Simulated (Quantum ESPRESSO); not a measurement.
# I (Fmmm) in Quantum ESPRESSO: convergence with wavefunction cutoff

Aim: find how far wavefunction cutoff must go before the results for I settle, at PBE. This setting moves, with any that are tied to it; all else stays.

Program: Quantum ESPRESSO 7.5. These are calculated values, not measurements. Logs are shortened: lines on timing, memory, paths and dates and some standing lists are left out, and cuts for length are marked.

### 1 The crystal as given

Symmetry: Fmmm, No. 69, orthorhombic system. The conventional cell has a = 4.384 Å, b = 4.731 Å, c = 7.820 Å, α = 90.00°, β = 90.00°, γ = 90.00°. I (site symmetry mmm) is surrounded by 4 I at 3.23 Å.

### 2 With wavefunction cutoff 14 Ry

pw.in

```
&CONTROL
  calculation = 'scf'
  prefix = 'pwscf'
  outdir = './tmp'
  pseudo_dir = './pseudo'
  tprnfor = .true.
  tstress = .true.
  disk_io = 'nowf'
/
&SYSTEM
  ibrav = 0
  nat = 1
  ntyp = 1
  ecutwfc = 14
  ecutrho = 216
  nbnd = 9
  occupations = 'smearing'
  smearing = 'gaussian'
  degauss = 0.00999582
/
&ELECTRONS
  conv_thr = 2d-10
  electron_maxstep = 120
  mixing_beta = 0.5
/
ATOMIC_SPECIES
I    126.9045 I.GGA_PBE-JTH.UPF
CELL_PARAMETERS angstrom
   0.0000000000    2.3656004428    3.9098401324
   2.1922454667    0.0000000000    3.9098401324
   2.1922454667    2.3656004428    0.0000000000
ATOMIC_POSITIONS crystal
I      0.0000000000    0.0000000000    0.0000000000
K_POINTS automatic
9 9 9 0 0 0
```

Potentials or basis: JTH 2.0 PBE.

Started as:

```
> OMP_NUM_THREADS=1 pw.x -in pw.in > pw.out
```

pw.out:

```text
This program is part of the open-source Quantum ESPRESSO suite
     for quantum simulation of materials; please cite
         "P. Giannozzi et al., J. Phys.:Condens. Matter 21 395502 (2009);
         "P. Giannozzi et al., J. Phys.:Condens. Matter 29 465901 (2017);
         "P. Giannozzi et al., J. Chem. Phys. 152 154105 (2020);
     in publications or presentations arising from this work. More details at

     file I.GGA_PBE-JTH.UPF: wavefunction(s)  0S 0P renormalized
     Message from routine setup:
     using ibrav=0 with symmetry is DISCOURAGED, use correct ibrav instead

     G-vector sticks info
     --------------------
     sticks:   dense  smooth     PW     G-vecs:    dense   smooth      PW
     Sum         837     221     83                14661     1947     441

     Using Slab Decomposition

     bravais-lattice index     =            0
     lattice parameter (alat)  =       8.6356  a.u.
     unit-cell volume          =     273.6631 (a.u.)^3
     number of atoms/cell      =            1
     number of atomic types    =            1
     number of electrons       =         7.00
     number of Kohn-Sham states=            9
     kinetic-energy cutoff     =      14.0000  Ry
     charge density cutoff     =     216.0000  Ry
     scf convergence threshold =      2.0E-10
     mixing beta               =       0.5000
     number of iterations used =            8  plain     mixing
     Exchange-correlation= SLA PW PBX PBC
                           (   1   4   3   4   0   0   0)

     celldm(1)=   8.635638  celldm(2)=   0.000000  celldm(3)=   0.000000
     celldm(4)=   0.000000  celldm(5)=   0.000000  celldm(6)=   0.000000

     crystal axes: (cart. coord. in units of alat)
               a(1) = (   0.000000   0.517661   0.855586 )
               a(2) = (   0.479726   0.000000   0.855586 )
               a(3) = (   0.479726   0.517661   0.000000 )

     reciprocal axes: (cart. coord. in units 2 pi/alat)
               b(1) = ( -1.042261  0.965882  0.584395 )
               b(2) = (  1.042261 -0.965882  0.584395 )
               b(3) = (  1.042261  0.965882 -0.584395 )

     PseudoPot. # 1 for I  read from file:
     I.GGA_PBE-JTH.UPF
     Pseudo is Projector augmented-wave + core cor, Zval =  7.0
     Generated using ATOMPAW code
     Shape of augmentation charge: SINC**2
     Using radial grid of 1095 points,  4 beta functions with:
                l(1) =   0
                l(2) =   0
                l(3) =   1
                l(4) =   1
     Q(r) pseudized with 0 coefficients

     atomic species   valence    mass     pseudopotential
     I                 7.00   126.90450     I ( 1.00)

      8 Sym. Ops., with inversion, found

   Cartesian axes

     site n.     atom                  positions (alat units)
         1        I      tau(   1) = (   0.0000000   0.0000000   0.0000000  )

     number of k points=   125  Gaussian smearing, width (Ry)=  0.0100

     Number of k-points >= 100: set verbosity='high' to print them.

     Dense  grid:    14661 G-vectors     FFT dimensions: (  45,  40,  30)

     Smooth grid:     1947 G-vectors     FFT dimensions: (  24,  24,  15)

     Initial potential from superposition of free atoms

     starting charge       6.9999, renormalised to       7.0000

     negative rho (up, down):  4.551E-03 0.000E+00
     Starting wfcs are    8 randomized atomic wfcs +    1 random wfcs

     Self-consistent Calculation

     iteration #  1     ecut=    14.00 Ry     beta= 0.50
     Davidson diagonalization with overlap
     ethr =  1.00E-02,  avg # of iterations =  6.5

     Threshold (ethr) on eigenvalues was too large:
     Diagonalizing with lowered threshold

     Davidson diagonalization with overlap
     ethr =  9.25E-05,  avg # of iterations =  3.5

     negative rho (up, down):  4.357E-03 0.000E+00

     total energy              =    -378.90264789 Ry
     estimated scf accuracy    <       0.00642819 Ry

     iteration #  2     ecut=    14.00 Ry     beta= 0.50
     Davidson diagonalization with overlap
     ethr =  9.18E-05,  avg # of iterations =  1.0

     negative rho (up, down):  4.245E-03 0.000E+00

     total energy              =    -378.90273131 Ry
     estimated scf accuracy    <       0.00078931 Ry

     iteration #  3     ecut=    14.00 Ry     beta= 0.50
     Davidson diagonalization with overlap
     ethr =  1.13E-05,  avg # of iterations =  2.5

     negative rho (up, down):  4.221E-03 0.000E+00

     total energy              =    -378.90283203 Ry
     estimated scf accuracy    <       0.00001779 Ry

     iteration #  4     ecut=    14.00 Ry     beta= 0.50
     Davidson diagonalization with overlap
     ethr =  2.54E-07,  avg # of iterations =  2.4

     negative rho (up, down):  4.215E-03 0.000E+00

     total energy              =    -378.90283351 Ry
     estimated scf accuracy    <       0.00000030 Ry

     iteration #  5     ecut=    14.00 Ry     beta= 0.50
     Davidson diagonalization with overlap
     ethr =  4.34E-09,  avg # of iterations =  3.1

     negative rho (up, down):  4.213E-03 0.000E+00

     total energy              =    -378.90283366 Ry
     estimated scf accuracy    <       0.00000002 Ry

     iteration #  6     ecut=    14.00 Ry     beta= 0.50
     Davidson diagonalization with overlap
     ethr =  2.76E-10,  avg # of iterations =  2.0

     negative rho (up, down):  4.211E-03 0.000E+00

     total energy              =    -378.90283366 Ry
     estimated scf accuracy    <          8.2E-10 Ry

     iteration #  7     ecut=    14.00 Ry     beta= 0.50
     Davidson diagonalization with overlap
     ethr =  1.17E-11,  avg # of iterations =  2.2

     negative rho (up, down):  4.211E-03 0.000E+00

     End of self-consistent calculation

     Number of k-points >= 100: set verbosity='high' to print the bands.

     the Fermi energy is     3.9217 ev

!    total energy              =    -378.90283366 Ry
     total all-electron energy =      -378.902834 Ry
     estimated scf accuracy    <          2.2E-11 Ry
     smearing contrib. (-TS)   =      -0.00041211 Ry
     internal energy E=F+TS    =    -378.90242156 Ry

     The total energy is F=E-TS. E is the sum of the following terms:
     one-electron contribution =       2.02166611 Ry
     hartree contribution      =       2.37079258 Ry
     xc contribution           =      -7.36539337 Ry
     ewald contribution        =     -21.20306292 Ry
     one-center paw contrib.   =    -354.72642396 Ry

     convergence has been achieved in   7 iterations

     negative rho (up, down):  4.211E-03 0.000E+00

     Forces acting on atoms (cartesian axes, Ry/au):

     atom    1 type  1   force =     0.00000000    0.00000000    0.00000000

     Total force =     0.000000     Total SCF correction =     0.000000

     Computing stress (Cartesian axis) and pressure

     negative rho (up, down):  4.211E-03 0.000E+00
          total   stress  (Ry/bohr**3)                   (kbar)     P=        3.05
   0.00001765   0.00000000   0.00000000            2.60        0.00        0.00
   0.00000000   0.00000412   0.00000000            0.00        0.61        0.00
  -0.00000000   0.00000000   0.00004035           -0.00        0.00        5.94

=------------------------------------------------------------------------------=
   JOB DONE.
=------------------------------------------------------------------------------=
```

It took 5 s on 1 thread of Arm Neoverse V2, shared host; peak memory 0.06 GiB.

Results:

| Quantity | Value |
| --- | --- |
| Free energy | -5155.2357 eV |
| Pressure | 0.3 GPa |
| Band gap on the k mesh | none (metal or under the smearing width) |

### 3 With wavefunction cutoff 18 Ry

pw.in: that of step 2 with these lines changed.

```diff
@@ -13,3 +13,3 @@
   ntyp = 1
-  ecutwfc = 14
+  ecutwfc = 18
   ecutrho = 216
```

Potentials or basis: JTH 2.0 PBE.

Started as:

```
> OMP_NUM_THREADS=1 pw.x -in pw.in > pw.out
```

Run time: 5.9 s. Hardware: 1 thread of Arm Neoverse V2, shared host; peak memory 0.06 GiB.

Results:

```
Free energy            : -5155.2470 eV
Pressure               : 0.5 GPa
Band gap on the k mesh : none (metal or under the smearing width)
```

### 4 With wavefunction cutoff 22 Ry

pw.in: that of step 3 with these lines changed.

```diff
@@ -13,3 +13,3 @@
   ntyp = 1
-  ecutwfc = 18
+  ecutwfc = 22
   ecutrho = 216
```

Started as:

```
> OMP_NUM_THREADS=1 pw.x -in pw.in > pw.out
```

Wall time 6.4 s (1 thread of Arm Neoverse V2, shared host); peak memory 0.06 GiB.

Results:

| Item | Value |
| --- | --- |
| Free energy | -5155.2492 eV |
| Pressure | 0.5 GPa |
| Band gap on the k mesh | none (metal or under the smearing width) |

### 5 With wavefunction cutoff 25 Ry

pw.in: that of step 4 with these lines changed.

```diff
@@ -13,3 +13,3 @@
   ntyp = 1
-  ecutwfc = 22
+  ecutwfc = 25
   ecutrho = 216
```

Started as:

```
> OMP_NUM_THREADS=1 pw.x -in pw.in > pw.out
```

Wall time 8.8 s (1 thread of Arm Neoverse V2, shared host); peak memory 0.06 GiB.

What came out:

```yaml
Free_energy: -5155.2503 eV
Pressure: 0.5 GPa
Band_gap_on_the_k_mesh: none (metal or under the smearing width)
```

### 6 With wavefunction cutoff 29 Ry

pw.in: that of step 5 with these lines changed.

```diff
@@ -13,4 +13,4 @@
   ntyp = 1
-  ecutwfc = 25
-  ecutrho = 216
+  ecutwfc = 29
+  ecutrho = 232
   nbnd = 9
```

Potentials or basis: JTH 2.0 PBE.

Started as:

```
> OMP_NUM_THREADS=1 pw.x -in pw.in > pw.out
```

Run time: 10 s. Hardware: 1 thread of Arm Neoverse V2, shared host; peak memory 0.07 GiB.

The run converged. Its results:

| Property | Result |
| --- | --- |
| Free energy | -5155.2513 eV |
| Pressure | 0.5 GPa |
| Band gap on the k mesh | none (metal or under the smearing width) |

### 7 With wavefunction cutoff 32 Ry

pw.in: that of step 6 with these lines changed.

```diff
@@ -13,4 +13,4 @@
   ntyp = 1
-  ecutwfc = 29
-  ecutrho = 232
+  ecutwfc = 32
+  ecutrho = 256
   nbnd = 9
```

Started as:

```
> OMP_NUM_THREADS=1 pw.x -in pw.in > pw.out
```

Wall time 9.9 s (1 thread of Arm Neoverse V2, shared host); peak memory 0.07 GiB.

It converged, with:

```
Free energy            : -5155.2516 eV
Pressure               : 0.5 GPa
Band gap on the k mesh : none (metal or under the smearing width)
```

### 8 With wavefunction cutoff 36 Ry

pw.in: that of step 7 with these lines changed.

```diff
@@ -13,4 +13,4 @@
   ntyp = 1
-  ecutwfc = 32
-  ecutrho = 256
+  ecutwfc = 36
+  ecutrho = 288
   nbnd = 9
```

Started as:

```
> OMP_NUM_THREADS=1 pw.x -in pw.in > pw.out
```

Wall time 15 s (1 thread of Arm Neoverse V2, shared host); peak memory 0.07 GiB.

It converged, with:

```
Free energy            : -5155.2518 eV
Pressure               : 0.5 GPa
Band gap on the k mesh : none (metal or under the smearing width)
```

### 9 With wavefunction cutoff 43 Ry

pw.in: that of step 8 with these lines changed.

```diff
@@ -13,4 +13,4 @@
   ntyp = 1
-  ecutwfc = 36
-  ecutrho = 288
+  ecutwfc = 43
+  ecutrho = 344
   nbnd = 9
```

Potentials or basis: JTH 2.0 PBE.

Started as:

```
> OMP_NUM_THREADS=1 pw.x -in pw.in > pw.out
```

Wall time 17 s (1 thread of Arm Neoverse V2, shared host); peak memory 0.08 GiB.

Results (log left out):

```yaml
Free_energy: -5155.2519 eV
Pressure: 0.5 GPa
Band_gap_on_the_k_mesh: none (metal or under the smearing width)
```

### 10 With wavefunction cutoff 54 Ry

pw.in: that of step 9 with these lines changed.

```diff
@@ -13,4 +13,4 @@
   ntyp = 1
-  ecutwfc = 43
-  ecutrho = 344
+  ecutwfc = 54
+  ecutrho = 432
   nbnd = 9
```

Started as:

```
> OMP_NUM_THREADS=1 pw.x -in pw.in > pw.out
```

It took 25 s on 1 thread of Arm Neoverse V2, shared host; peak memory 0.1 GiB.

Results (log left out):

* Free energy: -5155.2520 eV
* Pressure: 0.5 GPa
* Band gap on the k mesh: none (metal or under the smearing width)

### 11 Result

| wavefunction cutoff | energy less the tightest run, at zero smearing (meV/atom) | pressure (GPa) | SCF cycles | CPU time (s) | peak memory (GiB) |
| --- | --- | --- | --- | --- | --- |
| 14 Ry | 16.36 | 0.30 | 7 | 5 | 0.06 |
| 18 Ry | 5.04 | 0.46 | 7 | 5.9 | 0.06 |
| 22 Ry | 2.86 | 0.47 | 7 | 6.4 | 0.06 |
| 25 Ry | 1.69 | 0.48 | 7 | 8.8 | 0.06 |
| 29 Ry | 0.75 | 0.48 | 7 | 10 | 0.07 |
| 32 Ry | 0.41 | 0.48 | 7 | 9.8 | 0.07 |
| 36 Ry | 0.25 | 0.48 | 7 | 15 | 0.07 |
| 43 Ry | 0.10 | 0.48 | 7 | 17 | 0.08 |
| 54 Ry | 0.00 | 0.48 | 7 | 25 | 0.1 |

Against the tightest run, the energy stays within 1 meV/atom from 29 Ry on; the pressure stays within 0.1 GPa from 18 Ry on. The tightest run that finished is the yardstick and may itself not be fully converged.

Caveats: an odd number of electrons without spin polarisation forces a metal; a magnetic or distorted state may lie lower.
